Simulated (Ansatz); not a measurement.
**Structure types of In compared at 28 GPa**

Structure types of In are relaxed in primitive cells with their symmetry kept at 28 GPa, first on PAW files, then by LAPW. The enthalpy is E + pV at zero temperature, without zero-point motion. Only the types listed were tried, and differences under about 5 meV/atom are mesh noise. Not among the end structures: fcc, which may lie lower.

All numbers are PBE results (scalar-relativistic) from Ansatz 0.2.0, with Fermi–Dirac smearing of 0.08 eV, no spin polarisation. Methods: LAPW: all electrons, basis error target 0.5 meV/atom; PAW: frozen-core files, cutoff 420 eV.

k meshes: bcc 16×16×16, hcp 15×15×8, diamond 12×12×12, omega 8×8×11, simple hexagonal 15×15×14.

**Question.** Order the types by LAPW enthalpy, lowest first.
A. omega
B. hcp
C. bcc
D. simple hexagonal
E. diamond

**Answer.** B (0 meV/atom), C (26 meV/atom), A (54 meV/atom), D (127 meV/atom), E (1502 meV/atom).

| start type | ends as | a, b, c (Å) | V (Å³/atom) | H − H(lowest), LAPW (meV/atom) | same, PAW |
| --- | --- | --- | --- | --- | --- |
| bcc | bcc, Im-3m | 3.410, 3.410, 3.410 | 19.82 | 25.7 | 25.7 |
| hcp | hcp, P6_3/mmc | 3.012, 3.012, 5.022 | 19.73 | 0.0 | 0.0 |
| diamond | diamond, Fd-3m | 5.841, 5.841, 5.841 | 24.91 | 1502.1 | 1501.6 |
| omega | omega, P6/mmm | 4.858, 4.858, 2.918 | 19.88 | 54.4 | 54.4 |
| simple hexagonal | simple hexagonal, P6/mmm | 2.904, 2.904, 2.760 | 20.15 | 127.4 | 127.1 |

**Question.** Split the lead of hcp over bcc into energy and pV.

**Answer.** For bcc less hcp: ΔE = +10.1 meV/atom, and p·ΔV = 28 GPa × +0.0897 Å³ × 6.242 meV/(GPa·Å³) = +15.7 meV/atom, together 25.8 meV/atom. hcp wins on both counts.
